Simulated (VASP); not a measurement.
Wanted: the native input for a VASP 6.6.1 run.

- Task: relaxation of shape and atoms at fixed volume
- Functional: PBEsol
- Potentials or basis: VASP PAW PBE potentials, release 64 (Ti_sv)
- Cutoff: 600 eV
- k mesh: 15 × 15 × 8
- Occupations: methfessel-paxton, width 0.1 eV
- Spin: no spin polarisation
- Further INCAR settings: ALGO = Normal; EDIFF = 1e-07; IBRION = 2; EDIFFG = -0.01; NSW = 40; ISIF = 4

The structure of Ti lies in POSCAR:

```
Ti                                      
1.0
    2.9402899180      0.0000000000      0.0000000000
   -1.4701449590      2.5463657635      0.0000000000
    0.0000000000      0.0000000000      4.6352186616
  Ti            
     2
Direct
     0.3333333332999970    0.6666666667000030    0.2500000000000000
     0.6666666667000030    0.3333333332999970    0.7500000000000000
```

The cell isn't the ideal one: a relaxed cell with its volume scaled by 1.04.

The input as run:

INCAR

```
PREC = Accurate ; ENCUT = 600
EDIFF = 1E-7 ; ISMEAR = 1
SIGMA = 0.1 ; LREAL = False
LASPH = True ; NELM = 80
ALGO = Normal ; ISIF = 4
LWAVE = False ; LCHARG = False
GGA = PS ; IBRION = 2
NSW = 40 ; EDIFFG = -0.01
```

KPOINTS

```
Automatic mesh
0
Gamma
  15 15 8
```

Potentials or basis: VASP PAW PBE potentials, release 64 (Ti_sv).

Run with:

```bash
$ cat potpaw_PBE.64/Ti_sv/POTCAR > POTCAR
$ mpirun -np 1 vasp_std > vasp.out
```

It gave:

The pressure after relaxing is -4.3 GPa. The band gap on the k mesh is none (metal or under the smearing width).

Caveat: the relaxation stopped at its first step, so nothing moved; the PAW data sets were made with another functional, which shifts forces and pressure a little.

Wall time 74 s on 1 thread of Intel(R) Xeon(R) Platinum 8488C (Sapphire Rapids), with other jobs on the host, peak memory 0.21 GiB.
